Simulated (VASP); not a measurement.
# Ge (Fd-3m) in VASP: a series of runs

One crystal, Ge, is run at these levels: PBE; tasks: single point.

Everything below comes from runs of VASP 6.6.1. Logs are shortened: lines on timing, memory, paths and dates and some standing lists are left out, and cuts for length are marked.

### 1 The undisturbed crystal

It takes space group Fd-3m (No. 227, cubic). Conventional cell: a = 5.658 Å, b = 5.658 Å, c = 5.658 Å, α = 90.00°, β = 90.00°, γ = 90.00°. Ge (site symmetry -43m) is surrounded by 4 Ge at 2.45 Å.

### 2 Single point, PBE (a relaxed cell with its volume scaled by 0.91)

The input, INCAR:

```
SYSTEM = Ge
PREC = Accurate
ENCUT = 520
EDIFF = 1E-7
ISMEAR = 0
SIGMA = 0.02
LREAL = .FALSE.
LASPH = .TRUE.
NELM = 60
ALGO = Normal
ISIF = 2
LWAVE = .FALSE.
LCHARG = .FALSE.
GGA = PE
NBANDS = 21
```

The input, KPOINTS:

```
regular mesh
0
G
  4 4 4
  0 0 0
```

The input, POSCAR:

```
Ge                                      
1.0
    0.0000000000      2.8118148791      2.8118148791
    2.8118148791     -0.0000000000      2.8118148791
    2.8118148791      2.8118148791     -0.0000000000
  Ge            
     2
Direct
     0.0000000000000000    0.0000000000000000    0.0000000000000000
     0.2500000000000000    0.2500000000000000    0.2500000000000000
```

Potentials or basis: VASP PAW PBE potentials, release 64 (Ge_d).

The run is started by

```console
$ cat potpaw_PBE.64/Ge_d/POTCAR > POTCAR
$ mpirun -np 1 vasp_std > vasp.out
```

OUTCAR:

```text
SYSTEM = Ge
   PREC = Accurate
   ENCUT = 520
   EDIFF = 1E-7
   ISMEAR = 0
   LREAL = .FALSE.
   LASPH = .TRUE.
   NELM = 60
   ISIF = 2
   GGA = PE

 ion  position               nearest neighbor table
   1  0.000  0.000  0.000-   2 2.44   2 2.44   2 2.44   2 2.44
   2  0.250  0.250  0.250-   1 2.44   1 2.44   1 2.44   1 2.44

  LATTYP: Found a face centered cubic cell.
 ALAT       =     5.6236297582

  Lattice vectors:

 A1 = (   0.0000000000,   2.8118148791,   2.8118148791)
 A2 = (   2.8118148791,   0.0000000000,   2.8118148791)
 A3 = (   2.8118148791,   2.8118148791,   0.0000000000)

Analysis of symmetry for initial positions (statically):
=====================================================================
 Subroutine PRICEL returns:
 Original cell was already a primitive cell.

 Routine SETGRP: Setting up the symmetry group for a
 face centered cubic supercell.

 Subroutine GETGRP returns: Found 48 space group operations
 (whereof 24 operations were pure point group operations)
 out of a pool of 48 trial point group operations.

The static configuration has the point symmetry T_d .
 The point group associated with its full space group is O_h .

Analysis of symmetry for dynamics (positions and initial velocities):
=====================================================================
 Subroutine PRICEL returns:
 Original cell was already a primitive cell.

 Routine SETGRP: Setting up the symmetry group for a
 face centered cubic supercell.

 Subroutine GETGRP returns: Found 48 space group operations
 (whereof 24 operations were pure point group operations)
 out of a pool of 48 trial point group operations.

The dynamic configuration has the point symmetry T_d .
 The point group associated with its full space group is O_h .

 Subroutine INISYM returns: Found 48 space group operations
 (whereof 24 operations are pure point group operations),
 and found     1 'primitive' translations

----------------------------------------------------------------------------------------

                                     Primitive cell

  volume of cell :      44.4621

  direct lattice vectors                    reciprocal lattice vectors
     0.000000000  2.811814879  2.811814879    -0.177821095  0.177821095  0.177821095
     2.811814879  0.000000000  2.811814879     0.177821095 -0.177821095  0.177821095
     2.811814879  2.811814879  0.000000000     0.177821095  0.177821095 -0.177821095

  length of vectors
     3.976506737  3.976506737  3.976506737     0.307995171  0.307995171  0.307995171

  position of ions in fractional coordinates (direct lattice)
     0.000000000  0.000000000  0.000000000
     0.250000000  0.250000000  0.250000000

  ion indices of the primitive-cell ions
   primitive index   ion index
                 1           1
                 2           2

----------------------------------------------------------------------------------------

 KPOINTS: regular mesh

Automatic generation of k-mesh.
 Grid dimensions read from file:
 generate k-points for:    4    4    4

 Generating k-lattice:

  Cartesian coordinates                     Fractional coordinates (reciprocal lattice)
    -0.044455274  0.044455274  0.044455274     0.250000000  0.000000000  0.000000000
     0.044455274 -0.044455274  0.044455274     0.000000000  0.250000000  0.000000000
     0.044455274  0.044455274 -0.044455274     0.000000000  0.000000000  0.250000000

  Length of vectors
     0.076998793  0.076998793  0.076998793

  Shift w.r.t. Gamma in fractional coordinates (k-lattice)
     0.000000000  0.000000000  0.000000000

 Subroutine IBZKPT returns following result:
 ===========================================

 Found      8 irreducible k-points:

 Following reciprocal coordinates:
            Coordinates               Weight
  0.000000  0.000000  0.000000      1.000000
  0.250000  0.000000  0.000000      8.000000
  0.500000  0.000000  0.000000      4.000000
  0.250000  0.250000  0.000000      6.000000
  0.500000  0.250000  0.000000     24.000000
 -0.250000  0.250000  0.000000     12.000000
  0.500000  0.500000  0.000000      3.000000
 -0.250000  0.500000  0.250000      6.000000
   k-points           NKPTS =      8   k-points in BZ     NKDIM =      8   number of bands    NBANDS=     21
   number of dos      NEDOS =    301   number of ions     NIONS =      2
   total plane-waves  NPLWV =  27000
   dimension x,y,z NGX =    30 NGY =   30 NGZ =   30
   dimension x,y,z NGXF=    60 NGYF=   60 NGZF=   60
   ions per type =               2
   NGX,Y,Z   is equivalent  to a cutoff of  12.54, 12.54, 12.54 a.u.
   NGXF,Y,Z  is equivalent  to a cutoff of  25.08, 25.08, 25.08 a.u.
 SYSTEM =  Ge
   PREC   = accura    normal or accurate (medium, high low for compatibility)
   ISTART =      0    job   : 0-new  1-cont  2-samecut
   ICHARG =      2    charge: 1-file 2-atom 10-const
   ISPIN  =      1    spin polarized calculation?
   LNONCOLLINEAR =      F non collinear calculations
   LSORBIT =      F    spin-orbit coupling
   LASPH  =      T    aspherical Exc in radial PAW
   ENCUT  =  520.0 eV  38.22 Ry    6.18 a.u.   7.39  7.39  7.39*2*pi/ulx,y,z
   NELM   =     60;   NELMIN=  2; NELMDL= -5     # of ELM steps
   EDIFF  = 0.1E-06   stopping-criterion for ELM
   LREAL  =      F    real-space projection
   EDIFFG = 0.1E-05   stopping-criterion for IOM
   NSW    =      0    number of steps for IOM
   IBRION =     -1    ionic relax: 0-MD 1-quasi-New 2-CG
   NFREE  =      0    steps in history (QN), initial steepest desc. (CG)
   ISIF   =      2    stress and relaxation
   ISYM   =      2    0-nonsym 1-usesym 2-fastsym
   POTIM  = 0.5000    time-step for ionic-motion
   TEBEG  =    0.0;   TEEND  =   0.0 temperature during run
   PSTRESS=    0.0 pullay stress
   NELECT =      28.0000    total number of electrons
   NUPDOWN=      -1.0000    fix difference up-down
   EMIN   =  10.00;   EMAX   =-10.00  energy-range for DOS
   EFERMI =   0.00;   METHOD = LEGACY
   ISMEAR =     0;   SIGMA  =   0.02  broadening in eV -4-tet -1-fermi 0-gaus
   EFERMI_NEDOS =   21; number of points for ismear=-14 and -15
   IALGO  =     38    algorithm
   IMIX   =      4    mixing-type and parameters
     AMIX     =   0.40;   BMIX     =  1.00
     AMIX_MAG =   1.60;   BMIX_MAG =  1.00
  volume/ion in A,a.u.               =      22.23       150.02
  Fermi-wavevector in a.u.,A,eV,Ry     =   1.403236  2.651732 26.790849  1.969072
  Thomas-Fermi vector in A             =   2.525918
   LORBIT       =      0    0 simple, 1 ext, 2 COOP (PROOUT), +10 PAW based schemes
   GGA     = PE    functional components
   LHFCALC =     F    Hartree Fock is set to
   AEXX    =    0.0000 exact exchange contribution
   IVDW    =     0    specifies the selected vdW correction
   LEPSILON=     F    determine dielectric tensor
   LRPA    =     F    only Hartree local field effects (RPA)
 non-spin polarized calculation
 Gauss-broadening in eV      SIGMA  =   0.02
  energy-cutoff  :      520.00
  volume of cell :       44.46
 maximum number of plane-waves:      1243
 NGX is ok and might be reduce to    30
   NGX = 15   NGY = 15   NGZ = 15

 number of electron      28.0000032 magnetization

 Free energy of the ion-electron system (eV)
  ---------------------------------------------------
  ext. energy  EPLUGINS =         0.00000000
  ---------------------------------------------------
  free energy    TOTEN  =        -8.72664880 eV

  energy without entropy =       -8.72664880  energy(sigma->0) =       -8.72664880

 E-fermi :   5.3019     XC(G=0):  -9.9762

 val. band max:        5.2154772128   @ k =   0.0000   0.0000   0.0000
 cond. band min:       5.4224645267   @ k =   0.0000   0.0000   0.0000
 fundamental gap:      0.2069873139
 Fermi energy:         5.3018547995

 k-point     1 :       0.0000    0.0000    0.0000
  band No.  band energies     occupation
      1     -19.6167      2.00000
      2     -19.6167      2.00000
      3     -19.6167      2.00000
      4     -19.5800      2.00000
      5     -19.5800      2.00000
      6     -19.3590      2.00000
[... 13 lines left out ...]
     20      14.7217      0.00000
     21      14.7217      0.00000

 k-point     2 :       0.2500    0.0000    0.0000
  band No.  band energies     occupation
      1     -19.6358      2.00000
      2     -19.6358      2.00000
      3     -19.6077      2.00000
      4     -19.5498      2.00000
      5     -19.5498      2.00000
      6     -19.3854      2.00000
[... 13 lines left out ...]
     20      13.5577      0.00000
     21      13.5577      0.00000

 k-point     3 :       0.5000    0.0000    0.0000
  band No.  band energies     occupation
      1     -19.6422      2.00000
      2     -19.6422      2.00000
      3     -19.5985      2.00000
      4     -19.5360      2.00000
      5     -19.5360      2.00000
      6     -19.3943      2.00000
[... 13 lines left out ...]
     20      16.5227      0.00000
     21      16.5284      0.00000

 k-point     4 :       0.2500    0.2500    0.0000
  band No.  band energies     occupation
      1     -19.6357      2.00000
      2     -19.6357      2.00000
      3     -19.6241      2.00000
      4     -19.5439      2.00000
      5     -19.5068      2.00000
      6     -19.4502      2.00000
[... 13 lines left out ...]
     20      15.4791      0.00000
     21      15.7962      0.00000

 k-point     5 :       0.5000    0.2500    0.0000
  band No.  band energies     occupation
      1     -19.6645      2.00000
      2     -19.6485      2.00000
      3     -19.5781      2.00000
      4     -19.5074      2.00000
      5     -19.4869      2.00000
      6     -19.4673      2.00000
[... 13 lines left out ...]
     20      16.6746      0.00000
     21      17.1417      0.00000

 k-point     6 :      -0.2500    0.2500    0.0000
  band No.  band energies     occupation
      1     -19.6593      2.00000
      2     -19.6517      2.00000
      3     -19.5710      2.00000
      4     -19.5334      2.00000
      5     -19.5042      2.00000
      6     -19.4289      2.00000
[... 13 lines left out ...]
     20      14.7841      0.00000
     21      17.2835      0.00000

 k-point     7 :       0.5000    0.5000    0.0000
  band No.  band energies     occupation
      1     -19.6520      2.00000
      2     -19.6520      2.00000
      3     -19.5637      2.00000
      4     -19.5637      2.00000
      5     -19.4590      2.00000
      6     -19.4590      2.00000
[... 13 lines left out ...]
     20      17.0215      0.00000
     21      18.1573      0.00000

 k-point     8 :      -0.2500    0.5000    0.2500
  band No.  band energies     occupation
      1     -19.6667      2.00000
      2     -19.6667      2.00000
      3     -19.5188      2.00000
      4     -19.5188      2.00000
      5     -19.4674      2.00000
      6     -19.4674      2.00000
[... 13 lines left out ...]
     20      16.4010      0.00000
     21      18.3252      0.00000

------------------------ aborting loop because EDIFF is reached ----------------------------------------

  FORCE on cell =-STRESS in cart. coord.  units (eV):
  Direction    XX          YY          ZZ          XY          YZ          ZX
  --------------------------------------------------------------------------------------
  -------------------------------------------------------------------------------------
  Total        1.3955654      1.3955654      1.3955654      0.0000000      0.0000000     -0.0000000
  in kB       50.2887219     50.2887219     50.2887219      0.0000000      0.0000000     -0.0000000
  external PRESSURE =      50.2887219 kB  Pullay stress =       0.0000000 kB

 VOLUME and BASIS-vectors are now :
 -----------------------------------------------------------------------------
  energy-cutoff  :      520.00
  volume of cell :       44.46
      direct lattice vectors                 reciprocal lattice vectors
     0.000000000  2.811814879  2.811814879    -0.177821095  0.177821095  0.177821095
     2.811814879  0.000000000  2.811814879     0.177821095 -0.177821095  0.177821095
     2.811814879  2.811814879  0.000000000     0.177821095  0.177821095 -0.177821095

 POSITION                                       TOTAL-FORCE (eV/Angst)
 -----------------------------------------------------------------------------------
      0.00000      0.00000      0.00000         0.000000     -0.000000     -0.000000
      1.40591      1.40591      1.40591        -0.000000      0.000000      0.000000
 -----------------------------------------------------------------------------------
    total drift:                                0.000000     -0.000000      0.000000

  FREE ENERGIE OF THE ION-ELECTRON SYSTEM (eV)
  ---------------------------------------------------
  free  energy   TOTEN  =        -8.7266487999 eV

  energy  without entropy=       -8.7266487999  energy(sigma->0) =       -8.72664880
```

Wall time 9.6 s (1 thread of AMD EPYC 7R13 (Zen 3), shared host); peak memory 0.13 GiB.

What came out:

| Quantity | Value |
| --- | --- |
| Free energy | -8.7266 eV |
| Pressure | 5.0 GPa |
| Band gap on the k mesh | 0.21 eV, direct |

Caveat: the k mesh is coarse (spacing up to 0.48 Å⁻¹), so the values aren't converged.

### 3 Single point, PBE (a relaxed cell with its volume scaled by 1.09)

INCAR is that of step 2.

KPOINTS is that of step 2.

The input, POSCAR:

```
Ge                                      
1.0
    0.0000000000      2.9861738861      2.9861738861
    2.9861738861     -0.0000000000      2.9861738861
    2.9861738861      2.9861738861     -0.0000000000
  Ge            
     2
Direct
     0.0000000000000000    0.0000000000000000    0.0000000000000000
     0.2500000000000000    0.2500000000000000    0.2500000000000000
```

Potentials or basis: VASP PAW PBE potentials, release 64 (Ge_d).

The run is started by

```console
$ cat potpaw_PBE.64/Ge_d/POTCAR > POTCAR
$ mpirun -np 1 vasp_std > vasp.out
```

OUTCAR:

```text
SYSTEM = Ge
   PREC = Accurate
   ENCUT = 520
   EDIFF = 1E-7
   ISMEAR = 0
   LREAL = .FALSE.
   LASPH = .TRUE.
   NELM = 60
   ISIF = 2
   GGA = PE

 ion  position               nearest neighbor table
   1  0.000  0.000  0.000-   2 2.59   2 2.59   2 2.59   2 2.59
   2  0.250  0.250  0.250-   1 2.59   1 2.59   1 2.59   1 2.59

  LATTYP: Found a face centered cubic cell.
 ALAT       =     5.9723477722

  Lattice vectors:

 A1 = (   0.0000000000,   2.9861738861,   2.9861738861)
 A2 = (   2.9861738861,   0.0000000000,   2.9861738861)
 A3 = (   2.9861738861,   2.9861738861,   0.0000000000)

Analysis of symmetry for initial positions (statically):
=====================================================================
 Subroutine PRICEL returns:
 Original cell was already a primitive cell.

 Routine SETGRP: Setting up the symmetry group for a
 face centered cubic supercell.

 Subroutine GETGRP returns: Found 48 space group operations
 (whereof 24 operations were pure point group operations)
 out of a pool of 48 trial point group operations.

The static configuration has the point symmetry T_d .
 The point group associated with its full space group is O_h .
[... 142 lines left out ...]
  free energy    TOTEN  =        -8.73283188 eV

  energy without entropy =       -8.73212664  energy(sigma->0) =       -8.73247926

 E-fermi :   3.3174     XC(G=0):  -9.1503

 val. band max:        3.3174158486   @ k =   0.5000   0.0000   0.0000
 cond. band min:       3.5736276119   @ k =   0.0000   0.0000   0.0000
 fundamental gap:      0.2562117634
 Fermi energy:         3.3174158486

 k-point     1 :       0.0000    0.0000    0.0000
  band No.  band energies     occupation
      1     -21.0547      2.00000
      2     -21.0547      2.00000
      3     -21.0547      2.00000
      4     -21.0300      2.00000
      5     -21.0300      2.00000
      6     -20.8921      2.00000
[... 181 lines left out ...]
     20      13.3848      0.00000
     21      15.4697      0.00000

------------------------ aborting loop because EDIFF is reached ----------------------------------------

  FORCE on cell =-STRESS in cart. coord.  units (eV):
  Direction    XX          YY          ZZ          XY          YZ          ZX
  --------------------------------------------------------------------------------------
  -------------------------------------------------------------------------------------
  Total       -1.3376497     -1.3376497     -1.3376497      0.0000000     -0.0000000     -0.0000000
  in kB      -40.2418268    -40.2418268    -40.2418268      0.0000000     -0.0000000     -0.0000000
  external PRESSURE =     -40.2418268 kB  Pullay stress =       0.0000000 kB

 VOLUME and BASIS-vectors are now :
 -----------------------------------------------------------------------------
  energy-cutoff  :      520.00
  volume of cell :       53.26
      direct lattice vectors                 reciprocal lattice vectors
     0.000000000  2.986173886  2.986173886    -0.167438341  0.167438341  0.167438341
     2.986173886  0.000000000  2.986173886     0.167438341 -0.167438341  0.167438341
     2.986173886  2.986173886  0.000000000     0.167438341  0.167438341 -0.167438341

 POSITION                                       TOTAL-FORCE (eV/Angst)
 -----------------------------------------------------------------------------------
      0.00000      0.00000      0.00000        -0.000000      0.000000      0.000000
      1.49309      1.49309      1.49309         0.000000     -0.000000     -0.000000
 -----------------------------------------------------------------------------------
    total drift:                               -0.000000      0.000000      0.000000

  FREE ENERGIE OF THE ION-ELECTRON SYSTEM (eV)
  ---------------------------------------------------
  free  energy   TOTEN  =        -8.7328318795 eV

  energy  without entropy=       -8.7321266425  energy(sigma->0) =       -8.73247926
```

OSZICAR:

```text
N       E                     dE             d eps       ncg     rms          rms(c)
DAV:   1     0.189403294711E+03    0.18940E+03   -0.14688E+04   371   0.350E+03
DAV:   2     0.197424885108E+02   -0.16966E+03   -0.16441E+03   341   0.620E+02
DAV:   3    -0.778668074357E+01   -0.27529E+02   -0.27387E+02   386   0.143E+02
DAV:   4    -0.876551660464E+01   -0.97884E+00   -0.97841E+00   376   0.320E+01
DAV:   5    -0.878215606910E+01   -0.16639E-01   -0.16639E-01   371   0.455E+00    0.260E+00
DAV:   6    -0.874838742183E+01    0.33769E-01   -0.16848E-02   421   0.148E+00    0.156E+00
DAV:   7    -0.873059877376E+01    0.17789E-01   -0.35325E-02   359   0.187E+00    0.145E-01
DAV:   8    -0.873253249748E+01   -0.19337E-02   -0.58113E-03   351   0.101E+00    0.418E-02
DAV:   9    -0.873277597626E+01   -0.24348E-03   -0.30388E-04   376   0.239E-01    0.161E-02
DAV:  10    -0.873282912156E+01   -0.53145E-04   -0.78458E-05   402   0.732E-02    0.553E-03
DAV:  11    -0.873283193507E+01   -0.28135E-05   -0.93642E-06   394   0.491E-02    0.166E-03
DAV:  12    -0.873283187952E+01    0.55554E-07   -0.74316E-07   419   0.162E-02
   1 F= -.87328319E+01 E0= -.87324793E+01  d E =-.705237E-03
```

stdout:

```text
POSCAR found type information on POSCAR Ge
 POSCAR found :  1 types and       2 ions
 scaLAPACK will be used
 LDA part: xc-table for (Slater+PW92), standard interpolation
 POSCAR, INCAR and KPOINTS ok, starting setup
 FFT: planning ... GRIDC
 FFT: planning ... GRID_SOFT
 FFT: planning ... GRID
 WAVECAR not read
 entering main loop
```

Wall time 11 s (1 thread of AMD EPYC 7R13 (Zen 3), shared host); peak memory 0.14 GiB.

What came out:

| Item | Value |
| --- | --- |
| Free energy | -8.7328 eV |
| Pressure | -4.0 GPa |
| Band gap on the k mesh | none (metal or under the smearing width) |

Levels at points of the mesh, in eV from the Fermi level:
| k point | band 10 | band 11 | band 12 | band 13 | band 14 | band 15 | band 16 | band 17 | band 18 | band 19 |
| --- | --- | --- | --- | --- | --- | --- | --- | --- | --- | --- |
| (0.00, 0.00, 0.00) | -24.21 | -11.39 | -1.09 | 0.26 | 0.26 | 0.26 | 2.71 | 2.71 | 2.71 | 6.31 |
| (0.50, 0.00, 0.00) | -24.19 | -9.66 | -6.72 | -0.92 | -0.92 | 0.00 | 3.87 | 3.87 | 7.24 | 9.54 |
| (0.50, 0.50, 0.00) | -24.18 | -8.09 | -8.09 | -2.30 | -2.30 | 1.16 | 1.16 | 8.48 | 8.48 | 10.37 |

Caveat: the k mesh is coarse (spacing up to 0.46 Å⁻¹), so the values aren't converged.
